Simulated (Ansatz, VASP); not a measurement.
# Mo: VASP beside Ansatz

File INCAR:

```
ALGO = Fast
EDIFF = 1E-7
ENCUT = 520
GGA = PS
ISIF = 2
ISMEAR = 0
LASPH = T
LCHARG = T
LELF = T
LREAL = F
LVHAR = T
LWAVE = F
NBANDS = 13
NELM = 80
PREC = Accurate
SIGMA = 0.15
```

KPOINTS

```
k-points
0
Gamma
  30 30 30
```

The input POSCAR:

```
Mo
1.0
   -1.4336298609      1.4336298609      1.8637188191
    1.4336298609     -1.4336298609      1.8637188191
    1.4336298609      1.4336298609     -1.8637188191
Mo
1
Direct
    0.0000000000      0.0000000000      0.0000000000
```

Input for Ansatz:

```yaml
crystal:
  lattice:
    - [-1.4336298609, 1.4336298609, 1.8637188191]
    - [1.4336298609, -1.4336298609, 1.8637188191]
    - [1.4336298609, 1.4336298609, -1.8637188191]
  atoms:
    - { symbol: Mo, position: [0.0, 0.0, 0.0] }
basis:
  ecutwfc: 420
kpoints:
  mp_grid: { grid: [30, 30, 30] }
hamiltonian:
  xc: pbesol
scf:
  occupations: { method: gaussian, width: 0.15 }
output:
  forces: true
  stress: true
  eigenvalues: true
```

Alike in both runs: task single point; functional PBEsol; k mesh 30 × 30 × 30; occupations gaussian, width 0.15 eV; no spin polarisation.

|  | VASP | Ansatz |
| --- | --- | --- |
| version | VASP 6.6.1 | Ansatz 0.2.0 |
| potentials or method | VASP PAW PBE potentials, release 64 (Mo_sv) | scalar-relativistic, plane waves, PAW |
| plane-wave cutoff (eV) | 520 | 420 |
| valence electrons in the cell | 14 | 14 |

```tsv
	VASP	Ansatz	Ansatz less VASP
gap on the k mesh at the Fermi level (eV)	none	none	-
pressure (GPa)	4.4	3.9	-0.57
largest component of the traceless stress (GPa)	11.84	11.85	+0.009
```

A gap of «none» marks a metal or a gap that the smearing closes. With one functional, cell and mesh, what is left measures potentials, basis and numerics.

Caveats: the PAW data sets were made with another functional, which shifts forces and pressure a little (VASP).
